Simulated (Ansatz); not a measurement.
# TiSi2 (Immm) in Ansatz: further runs

Aim: see how the results for TiSi2 move with the level of theory and the settings. Levels: PBE, PBE+U. Tasks: relaxation of cell and atoms.

Everything below comes from runs of Ansatz 0.2.0. Logs are shortened: lines on timing, memory, paths and dates and some standing lists are left out, and cuts for length are marked.

## Step 1: The structure

It takes space group Immm (No. 71, orthorhombic). Conventional cell: a = 2.946 Å, b = 3.424 Å, c = 8.424 Å, α = 90.00°, β = 90.00°, γ = 90.00°. Around Ti (site symmetry mmm) lie 10 Si at 2.67 to 2.78 Å and 2 Ti at 2.95 Å. Si (site symmetry mm2) is surrounded by 7 Si at 2.63 to 2.95 Å and 5 Ti at 2.67 to 2.78 Å.

The cell comes from a database or a generator and needn't be the stable form of this composition.

## Step 2: Relaxation of cell and atoms, PBE

Input file input.yaml:

```yaml
crystal:
  lattice:
    - [-1.472872, 1.71213, 4.212083]
    - [1.472872, -1.71213, 4.212083]
    - [1.472872, 1.71213, -4.212083]
  atoms:
    - { symbol: Ti, position: [0.0, 0.0, 0.0] }
    - { symbol: Si, position: [0.670078, 0.670078, 0.0] }
    - { symbol: Si, position: [0.329922, 0.329922, 0.0] }
hamiltonian:
  xc: pbe
  pseudopotentials: { kind: paw }
kpoints:
  mp_grid: { grid: [12, 12, 12] }
scf:
  occupations: { method: fermi_dirac, width: 0.05 }
output:
  forces: true
  stress: true
  eigenvalues: true
relax:
  f_tol: 0.01
  max_steps: 40
  cell: { stress_tol: 0.05 }
```

Potentials or basis: Ansatz PAW.

On the command line:

```sh
$ ansatz run input.yaml --threads 2 --pin off --max-ram 5632MiB --backend cpu --events-out ev --progress --plain --runs-dir out
```

Log:

```text
Warning: RAYON_NUM_THREADS=2 ignored (pool sized by the plan → 2); use --threads N
basis.fft_grid_basis auto: the FFT boxes are laid along the combinations [[1, 0, 1], [0, 1, 1], [0, 0, 1]] of the cell's own vectors, 3.424, 2.946 and 4.779 Å long. The dense box has 24×20×32 points. Along the cell's own vectors, as sized, it would have 32×32×32, 2.13 times as many. Of the 8 symmetry operations that the crystal satisfies within crystal.symmetry.tolerance (time reversal apart; of a slab, those that keep its plane) the dense box along the cell's own vectors carries 8, and the one as laid loses 6 of those. basis.fft_grid_basis: typed keeps the cell's own vectors: state it where this run's energies or levels are differenced outside the engine with another run's, or held beside a run that keeps those vectors.
Engine: ansatz 0.2.0, aarch64-unknown-linux-gnu
Pseudopotentials: kind: paw
Pseudopotential: Ti, paw, valence charge 12, recommended cutoff 420 eV (normal), Ti.paw.azcp
Pseudopotential: Si, paw, valence charge 4, recommended cutoff 420 eV (normal), Si.paw.azcp
Functional definition: PBE
  parameter kappa = 0.804
  parameter beta = 0.06672455060314922
  exchange = pbe_x(kappa = kappa, mu = beta*pi^2/3)
  correlation = pbe_c(beta = beta)
Crystal: 3 atoms, lattice volume = 42.487 Å³
Basis set: ecut = 420 eV, 839 PW (Γ), FFT grids on a1+a3, a2+a3, a3, exchange–correlation on 48×40×64 points (8 copies of the dense FFT grid, shifted against one another)
Bands: 14, of which v1, the nominal top of the filled ones, is band 10 counted from 1 (9 counted from 0)
Symmetry: 8 space group operations
Space group: Immm (ITA 71), of the structure as read, at distance tolerance 3.5e-5 Å
k-points: 280 of 1728
Non-local potential: Ti, projectors of the file, l = 0: 3, l = 1: 2, l = 2: 3, l = 3: 1
Non-local potential: Si, projectors of the file, l = 0: 2, l = 1: 2, l = 2: 2
PAW form: soft (Blöchl's): semilocal exchange-correlation on the pseudo side does not see the compensation charge
PAW one-centre angular grid: Ti, 590 points (default); XC on 64 Gauss nodes
PAW one-centre angular grid: Si, 110 points (default); XC on 64 Gauss nodes
Initial density: superposition of atomic densities (neutral atoms: chi_scale 0, normalization atom), corrected by the library's trained network
Initial wavefunctions: pseudopotential atomic-orbital guess
Functional: x = pbe(κ = 0.804, μ = 0.2195149727645171), c = pbe(β = 0.06672455060314922)
SCF iter   1: F=—  HF=-3772.470284 eV  |F-HF|=—  |Δ(HF+E_count)|=         —  Δρ=4.46e-3  dr2=9.44e-3  ethr=1.77e-3  ⟨swp⟩=5.1  Hψ=21892  notcnv=0
preconditioner: auto → Kerker (q_TF=auto, 2.406 Å⁻¹)  [metal: Δε(μ)=0.022 eV  Ē_g=6.585 eV  σ=0.050 eV  W_gap=0.11  n_scr=10 (ndim 8)  ℏωp=19.7 eV  f_vac=0.000  D(μ)=1.38/eV (n_scr^D=10)]
SCF iter   2: F=—  HF=-3772.469165 eV  |F-HF|=—  |Δ(HF+E_count)|=   1.12e-3  Δρ=2.59e-3  dr2=2.62e-3  ethr=4.72e-5  ⟨swp⟩=1.1  Hψ=6177  notcnv=0
SCF iter   3: F=—  HF=-3772.468980 eV  |F-HF|=—  |Δ(HF+E_count)|=   1.85e-4  Δρ=1.37e-3  dr2=1.20e-3  ethr=1.31e-5  ⟨swp⟩=2.2  Hψ=7252  notcnv=0
SCF iter   4: F=—  HF=-3772.468776 eV  |F-HF|=—  |Δ(HF+E_count)|=   2.03e-4  Δρ=2.30e-4  dr2=1.36e-5  ethr=6.00e-6  ⟨swp⟩=2.1  Hψ=4799  notcnv=0
SCF iter   5: F=—  HF=-3772.468748 eV  |F-HF|=—  |Δ(HF+E_count)|=   2.82e-5  Δρ=3.86e-5  dr2=3.47e-7  ethr=6.79e-8  ⟨swp⟩=2.5  Hψ=6366  notcnv=0
SCF iter   6: F=-3772.468748 eV  HF=-3772.468748 eV  |F-HF|=4.02e-8  |Δ(HF+E_count)|=   1.31e-7  Δρ=9.10e-6  dr2=4.80e-8  ethr=5.00e-10  ⟨swp⟩=5.0  Hψ=17150  notcnv=0
SCF 1 converged in 6 iterations: F = -3772.468748 eV  dr2 = 4.80e-8
relax step   1: F+E_penalty+E_count = -3772.46874836 eV  Δ(F+E_penalty+E_count) = +0.000e0 eV  max|allowed force component| = 1.482e-2 eV/Å  Δτ_max = 0.0000 Å  P = +0.262 GPa  Ω = 42.487 Å³  (6 SCF iters, dr2 threshold 1.00e-7 eV, accepted)
Crystal: 3 atoms, lattice volume = 42.586 Å³
Initial density: handed on by an earlier stage of this run
Initial wavefunctions: those handed on with the density
iter 1 solved again at ethr=1.26e-6 eV; its pass at ethr=3.10e-3 eV (dr2=2.52e-4 eV) is discarded
SCF iter   1: F=—  HF=-3772.469441 eV  |F-HF|=—  |Δ(HF+E_count)|=         —  Δρ=6.48e-4  dr2=2.80e-4  ethr=1.26e-6  ⟨swp⟩=2.0  Hψ=24577  notcnv=0
preconditioner: auto → Kerker (q_TF=auto, 2.405 Å⁻¹)  [metal: Δε(μ)=0.020 eV  Ē_g=6.582 eV  σ=0.050 eV  W_gap=0.10  n_scr=10 (ndim 8)  ℏωp=19.7 eV  f_vac=0.000  D(μ)=1.39/eV (n_scr^D=10)]
SCF iter   2: F=—  HF=-3772.469365 eV  |F-HF|=—  |Δ(HF+E_count)|=   7.61e-5  Δρ=3.78e-4  dr2=8.44e-5  ethr=1.26e-6  ⟨swp⟩=1.2  Hψ=3972  notcnv=0
SCF iter   3: F=—  HF=-3772.469342 eV  |F-HF|=—  |Δ(HF+E_count)|=   2.26e-5  Δρ=2.33e-4  dr2=3.49e-5  ethr=4.22e-7  ⟨swp⟩=3.0  Hψ=6694  notcnv=0
SCF iter   4: F=—  HF=-3772.469335 eV  |F-HF|=—  |Δ(HF+E_count)|=   6.71e-6  Δρ=3.46e-5  dr2=3.65e-7  ethr=1.74e-7  ⟨swp⟩=2.2  Hψ=5041  notcnv=0
SCF iter   5: F=-3772.469335 eV  HF=-3772.469335 eV  |F-HF|=2.83e-8  |Δ(HF+E_count)|=   4.26e-8  Δρ=8.55e-6  dr2=3.98e-8  ethr=1.50e-9  ⟨swp⟩=5.0  Hψ=16477  notcnv=0
SCF 2 converged in 5 iterations: F = -3772.469335 eV  dr2 = 3.98e-8
relax step   2: F+E_penalty+E_count = -3772.46933537 eV  Δ(F+E_penalty+E_count) = -5.870e-4 eV  max|allowed force component| = 1.260e-2 eV/Å  Δτ_max = 0.0010 Å  P = +0.014 GPa  Ω = 42.586 Å³  energy of the carried Pulay correction = -1.780e-5 eV  (5 SCF iters, dr2 threshold 3.00e-7 eV, accepted)
Crystal: 3 atoms, lattice volume = 42.587 Å³
iter 1 solved again at ethr=6.69e-8 eV; its pass at ethr=3.10e-3 eV (dr2=1.34e-5 eV) is discarded
SCF iter   1: F=—  HF=-3772.469397 eV  |F-HF|=—  |Δ(HF+E_count)|=         —  Δρ=1.30e-4  dr2=1.46e-5  ethr=6.69e-8  ⟨swp⟩=2.0  Hψ=23790  notcnv=0
preconditioner: auto → Kerker (q_TF=auto, 2.405 Å⁻¹)  [metal: Δε(μ)=0.015 eV  Ē_g=6.580 eV  σ=0.050 eV  W_gap=0.08  n_scr=10 (ndim 8)  ℏωp=19.7 eV  f_vac=0.000  D(μ)=1.38/eV (n_scr^D=10)]
SCF iter   2: F=—  HF=-3772.469371 eV  |F-HF|=—  |Δ(HF+E_count)|=   2.61e-5  Δρ=7.04e-5  dr2=3.03e-6  ethr=6.69e-8  ⟨swp⟩=1.9  Hψ=4413  notcnv=0
SCF iter   3: F=—  HF=-3772.469370 eV  |F-HF|=—  |Δ(HF+E_count)|=   7.88e-7  Δρ=3.78e-5  dr2=1.18e-6  ethr=1.52e-8  ⟨swp⟩=2.9  Hψ=6668  notcnv=0
SCF iter   4: F=-3772.469370 eV  HF=-3772.469370 eV  |F-HF|=5.55e-9  |Δ(HF+E_count)|=   2.70e-7  Δρ=6.45e-6  dr2=1.31e-8  ethr=1.40e-10  ⟨swp⟩=3.2  Hψ=15149  notcnv=0
SCF 3 converged in 4 iterations: F = -3772.469370 eV  dr2 = 1.31e-8
relax step   3: F+E_penalty+E_count = -3772.46937022 eV  Δ(F+E_penalty+E_count) = -3.485e-5 eV  max|allowed force component| = 7.603e-3 eV/Å  Δτ_max = 0.0007 Å  P = +0.006 GPa  Ω = 42.587 Å³  energy of the carried Pulay correction = -1.784e-5 eV  (4 SCF iters, dr2 threshold 2.80e-8 eV, accepted)
Initial wavefunctions: pseudopotential atomic-orbital guess (no wavefunctions were taken with the density)
iter 1 solved again at ethr=3.16e-8 eV; its pass at ethr=3.10e-3 eV (dr2=6.32e-6 eV) is discarded
SCF iter   1: F=—  HF=-3772.469407 eV  |F-HF|=—  |Δ(HF+E_count)|=         —  Δρ=4.02e-5  dr2=2.68e-8  ethr=3.16e-8  ⟨swp⟩=2.9  Hψ=31525  notcnv=0
preconditioner: auto → Kerker (q_TF=auto, 2.405 Å⁻¹)  [metal: Δε(μ)=0.015 eV  Ē_g=6.581 eV  σ=0.050 eV  W_gap=0.08  n_scr=10 (ndim 8)  ℏωp=19.7 eV  f_vac=0.000  D(μ)=1.38/eV (n_scr^D=10)]
SCF iter   2: F=—  HF=-3772.469384 eV  |F-HF|=—  |Δ(HF+E_count)|=   2.25e-5  Δρ=2.05e-5  dr2=7.82e-9  ethr=1.34e-10  ⟨swp⟩=2.0  Hψ=5781  notcnv=0
SCF iter   3: F=—  HF=-3772.469385 eV  |F-HF|=—  |Δ(HF+E_count)|=   3.43e-7  Δρ=9.56e-7  dr2=3.16e-10  ethr=3.91e-11  ⟨swp⟩=1.0  Hψ=3920  notcnv=0
SCF iter   4: F=—  HF=-3772.469385 eV  |F-HF|=—  |Δ(HF+E_count)|=  1.03e-10  Δρ=6.17e-7  dr2=8.76e-11  ethr=1.58e-12  ⟨swp⟩=2.7  Hψ=6412  notcnv=0
SCF iter   5: F=—  HF=-3772.469385 eV  |F-HF|=—  |Δ(HF+E_count)|=  1.86e-10  Δρ=3.18e-7  dr2=5.54e-11  ethr=1.00e-12  ⟨swp⟩=5.0  Hψ=15158  notcnv=0
SCF iter   6: F=-3772.469385 eV  HF=-3772.469385 eV  |F-HF|=9.09e-13  |Δ(HF+E_count)|=  8.19e-12  Δρ=4.54e-8  dr2=7.52e-13  ethr=1.00e-12  ⟨swp⟩=4.0  Hψ=15820  notcnv=0
SCF 4 converged in 6 iterations: F = -3772.469385 eV  dr2 = 7.52e-13
relax step   4: F+E_penalty+E_count = -3772.46938452 eV  Δ(F+E_penalty+E_count) = -1.431e-5 eV  max|allowed force component| = 7.606e-3 eV/Å  Δτ_max = 0.0000 Å  P = +0.006 GPa  Ω = 42.587 Å³  stress off target by 1.50e-2 GPa  SCF on the basis re-selected at this cell (its energy is not comparable with the rows above)  (6 SCF iters)
basis re-selected at this cell: Δ(F+E_penalty+E_count) = -1.431e-5 eV, ΔP = +0.000 GPa vs the last step (what re-selecting the basis moved, of the pressure what is left beyond the Pulay correction that the steps carried, after the strain that the cell walked since its last selection, with what the two solves' SCF thresholds leave and, on support functions, any second-order correction that the steps lacked; it is no measure of the basis error at this ecutwfc). This SCF's stress stands 1.50e-2 GPa from its target on what of the cell is left free (relax.cell.stress_tol is 5.00e-2 GPa) and its largest allowed force component is 7.61e-3 eV/Å (relax.f_tol is 1.00e-2 eV/Å): within both
SCF converged after 6 iterations
Free energy (F): -3772.469385 eV
Harris-Foulkes:  -3772.469385 eV  (|F-HF|=9.09e-13)
Internal energy: -3772.458096 eV  (E = F + TS)
E sigma→0 (E₀):  -3772.463740 eV
Entropy (-TS):   -0.011288 eV (-3.763 meV/atom)
Fermi energy:    12.376112 eV
--- Per-component energies (eV) ---
  E_band       = -110.163109
  E_kinetic    = 358.489120
  E_local      = -1025.960588  (includes V_loc(G=0)·N_el)
  E_nonlocal   = 58.045375
  E_hartree    = 447.446291
  E_xc         = -211.253108
  E_vxc        = -220.090793  (∫ρ·V_xc dr)
  E_paw        = -2072.707922  (= ΣΔE_a)
  E_vpaw       = -175.538981  (= ΣTr[D̂ρ^β])
  E_aug_tail   = 0.000140  (compensation charges beyond the density's cutoff)
  E_ewald      = -1326.517404
  E_smearing   = -0.011288  (= −TS)
  E_closure    = -0.000000  (closes the sum)
  Σ components = -3772.469385   (vs F -3772.469385, Δ=0.00e0)
--- Forces (eV/Å), atoms counted from 1 ---
  atom   1  Ti     0.00000000     0.00000000     0.00000000
  atom   2  Si     0.00000000     0.00000000    -0.00760571
  atom   3  Si     0.00000000     0.00000000     0.00760571
  max |Σ_I F_I| component: 1.73e-18 eV/Å
--- Stress (GPa, compression-positive) ---
       -0.009046       0.000000       0.000000
        0.000000       0.011930       0.000000
        0.000000       0.000000       0.014988
  P = ⅓ Tr σ = 0.0060 GPa (0.060 kbar)
--- Band table (eV; the first three rows and the last of 280) ---
  k-point 0: bands = ["-43.8625", "-20.1968", "-20.1739", "-19.9385", "-0.1539", "7.6583", "8.2925", "10.2702", "11.7695", "13.0781", "14.4687", "14.7644", "15.5196", "16.1747"]
  k-point 1: bands = ["-43.8597", "-20.1936", "-20.1777", "-19.9603", "0.0530", "7.8294", "8.1960", "10.0805", "11.7453", "12.5619", "13.9792", "14.6609", "16.0021", "16.1198"]
  k-point 2: bands = ["-43.8523", "-20.1878", "-20.1847", "-20.0191", "0.6629", "7.9264", "8.2528", "9.6899", "11.5706", "11.6978", "12.8230", "14.9606", "15.9745", "16.3363"]
  k-point 279: bands = ["-43.8622", "-20.2070", "-20.1746", "-19.9388", "1.0091", "3.5586", "11.1140", "11.1425", "12.0397", "12.8651", "14.3306", "14.7384", "14.8205", "16.1377"]
--- Relaxed structure (3 steps of the walk, 3 accepted, 1 SCFs on fresh bases) ---
  F+E_penalty+E_count = -3772.46938452 eV   max|allowed force component| = 7.606e-3 eV/Å   (the final SCF, on the basis selected at the relaxed cell)
  cell:  # Å, volume = 42.5867 Å³
    - [-1.4798991234340584, 1.7118540590529796, 4.202572297638756]
    - [1.4798991234340584, -1.7118540590529796, 4.202572297638756]
    - [1.4798991234340584, 1.7118540590529796, -4.202572297638756]
  atoms:
    - { symbol: Ti, position: [1.7860910730540303e-37, 8.271245395807009e-35, 8.253384485076468e-35] }
    - { symbol: Si, position: [0.6698794107403945, 0.6698794107403945, -1.338752315700129e-34] }
    - { symbol: Si, position: [0.3301205892596053, 0.3301205892596053, -2.8210441929690485e-34] }
```

Run time: 17 s. Hardware: 2 threads of Arm Neoverse V2, shared host; peak memory 0.46 GiB.

Results:

- Free energy: -3772.4694 eV
- Relaxed volume: 14.20 Å³/atom
- Relaxed cell: a = 4.773 Å, b = 4.773 Å, c = 4.773 Å, α = 143.88°, β = 137.97°, γ = 56.60°
- Space group after relaxing (to 0.05 Å): Immm (No. 71)
- Energy gained by relaxing: 0.2 meV/atom
- Ionic steps: 4
- Pressure after relaxing: 0.0 GPa
- Largest force after relaxing: 0.008 eV/Å
- Band gap on the k mesh: none (metal or under the smearing width)

Forces in eV/Å, atoms in the order of the input:
```
Ti   0.000  0.000  0.000
Si   0.000  0.000 -0.008
Si   0.000  0.000  0.008
```

The path:
```tsv
step	energy change (eV)	largest force (eV/Å)	volume (Å³)
1	0.0000	0.0148	42.49
2	-0.0006	0.0126	42.59
3	-0.0006	0.0076	42.59
4	-0.0006	0.0076	42.59
```

Final structure:
```
Ti Si
1.0
    -1.47990    1.71185    4.20257
     1.47990   -1.71185    4.20257
     1.47990    1.71185   -4.20257
Ti Si
1 2
Direct
  0.00000 0.00000 0.00000
  0.66988 0.66988 0.00000
  0.33012 0.33012 0.00000
```

Levels at points of the mesh, in eV from the Fermi level:
```tsv
k point	band 8	band 9	band 10	band 11	band 12	band 13
(0.00, 0.00, 0.00)	-2.11	-0.61	0.70	2.09	2.39	3.14
(0.00, 0.00, -0.50)	-4.68	-2.88	-1.27	-0.66	2.76	2.91
(0.00, -0.50, 0.00)	-3.37	-0.92	-0.42	0.99	2.79	3.38
(0.00, -0.50, -0.50)	-3.71	-0.66	0.91	2.02	2.59	3.55
(-0.50, -0.50, -0.50)	-1.23	-0.34	0.49	1.95	2.36	2.44
```

Caveat: the plane-wave basis is chosen anew once the cell has moved, so the energies of steps on either side of that aren't comparable.

## Step 3: Relaxation of cell and atoms, PBE+U

Changes to input.yaml since step 2:

```diff
@@ -12,2 +12,3 @@
   pseudopotentials: { kind: paw }
+  hubbard: { sites: [{ species: Ti, l: d, u_eff: 1.0 }] }
 kpoints:
```

Potentials or basis: Ansatz PAW.

On the command line:

```sh
$ ansatz run input.yaml --threads 2 --pin off --max-ram 5632MiB --backend cpu --events-out ev --progress --plain --runs-dir out
```

Run time: 23 s. Hardware: 2 threads of Arm Neoverse V2, shared host; peak memory 0.55 GiB.

It converged, with:

```
Free energy                            : -3771.4011 eV
Relaxed volume                         : 14.27 Å³/atom
Relaxed cell                           : a = 4.783 Å, b = 4.783 Å, c = 4.783 Å, α = 143.90°, β = 137.98°, γ = 56.57°
Space group after relaxing (to 0.05 Å) : Immm (No. 71)
Energy gained by relaxing              : 0.5 meV/atom
Ionic steps                            : 4
Pressure after relaxing                : 0.0 GPa
Band gap on the k mesh                 : none (metal or under the smearing width)
```

Step by step:
```tsv
step	energy change (eV)	largest force (eV/Å)	volume (Å³)
1	0.0000	0.0278	42.49
2	-0.0014	0.0043	42.84
3	-0.0014	0.0015	42.81
4	-0.0015	0.0015	42.81
```

Final structure:
```yaml
crystal:
  lattice:
    - [-1.48208, 1.71463, 4.21183]
    - [1.48208, -1.71463, 4.21183]
    - [1.48208, 1.71463, -4.21183]
  atoms:
    - { symbol: Ti, position: [0.00000, 0.00000, 0.00000] }
    - { symbol: Si, position: [0.67032, 0.67032, 0.00000] }
    - { symbol: Si, position: [0.32968, 0.32968, 0.00000] }
```

Levels at points of the mesh, in eV from the Fermi level:
```csv
k point,band 7,band 8,band 9,band 10,band 11,band 12,band 13,band 14
"(0.00, 0.00, 0.00)",-4.16,-2.13,-0.64,0.70,2.01,2.41,3.07,3.71
"(0.00, 0.00, -0.50)",-5.08,-4.75,-2.91,-1.24,-0.73,2.65,2.87,3.12
"(0.00, -0.50, 0.00)",-3.66,-3.37,-0.89,-0.41,0.99,2.72,3.29,3.96
"(0.00, -0.50, -0.50)",-4.35,-3.75,-0.71,0.94,2.05,2.55,3.45,4.00
"(-0.50, -0.50, -0.50)",-1.33,-1.23,-0.38,0.48,1.98,2.29,2.47,3.66
```

Eigenvalues of the final occupation matrices:
```tsv
site	spin	trace	eigenvalues
site 1	1	1.56	0.27 0.27 0.31 0.32 0.39
```

Caveat: the plane-wave basis is chosen anew once the cell has moved, so the energies of steps on either side of that aren't comparable; U without spin polarisation on a metal has little footing; the U is typed as a test and isn't derived for this compound.
